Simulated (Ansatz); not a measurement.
Li2Se

Method: PBE, scalar-relativistic; no spin polarisation; PAW, 420 eV, 10×10×10 k-mesh, Gaussian smearing of 0.05 eV; code Ansatz; PAW files: Ansatz's generated set soft_2.

```yaml
crystal:
  lattice:
    - [0.00000, 3.00320, 3.00320]
    - [3.00320, 0.00000, 3.00320]
    - [3.00320, 3.00320, 0.00000]
  atoms:
    - { symbol: Li, position: [0.25000, 0.25000, 0.25000] }
    - { symbol: Li, position: [0.75000, 0.75000, 0.75000] }
    - { symbol: Se, position: [0.00000, 0.00000, 0.00000] }
```

The chain of runs began from a cell as deposited in COD, expanded in volume.

The run above is the reference. The same cell was run again with other input settings; several of them aren't fit for production, so the rows show the settings' effect and aren't properties of the material.

| keys changed | outcome | ΔE (meV/atom) | P (GPa) | gap on the mesh (eV) | cell moment (μB) | largest force component (eV/Å) | SCF iterations | rough core-seconds | new warnings |
| --- | --- | --- | --- | --- | --- | --- | --- | --- | --- |
| none (reference) | converged | 0.0 | 0.0 | 2.98 | – | 0.000 | – | – | – |
| scf.mixing.preconditioner: "kerker"; kpoints.mp_grid.grid: [10, 10, 10] → [12, 12, 12]; hamiltonian.dispersion: "d3bj" | converged | – | -2.5 | 2.98 | – | 0.000 | 6 | 3 | – |
| hamiltonian.dispersion: "d3bj" | converged | – | -2.5 | 2.98 | – | 0.000 | 7 | 3 | – |
| accuracy: "medium" | converged | 0.0 | 0.0 | 2.98 | – | 0.000 | 7 | 2.3 | – |
| scf.mixing.preconditioner: "local_kerker"; crystal.symmetry: {"detect": false} | converged | 0.0 | 0.0 | 2.98 | – | 0.000 | 6 | 30 | – |

These changes also left energy (to 0.1 meV/atom), pressure, gap, moment and forces as in the reference: accuracy: "high" | scf.mixing.preconditioner: "kerker".

ΔE is the energy with the smearing extrapolated to zero. It is left out where the change alters the Hamiltonian or the spin treatment. The varied runs start from atomic densities (corrected by the program's trained start where that serves), with the default search for lower states unless a row changes it.

Problem. What happens with these changes: basis.ecutwfc: 420 → "550 eV"?

Solution. outcome converged, ΔE (meV/atom) -0.2, P (GPa) 0.0, gap on the mesh (eV) 2.98, largest force component (eV/Å) 0.000, SCF iterations 7, rough core-seconds 4.

Changing scf.mixing.preconditioner only steers the path to self-consistency, so the energy stays within 0.5 meV/atom.

The pair part of a dispersion correction pulls inward (a three-body part mostly pushes out), and in metals and ionic crystals with large ions it often overbinds.

1 further run (cut off, refused for memory, with changed atoms or starts, or in doubt) is left out.

Of the reference: Semilocal functionals underestimate band gaps, commonly by a third or more.
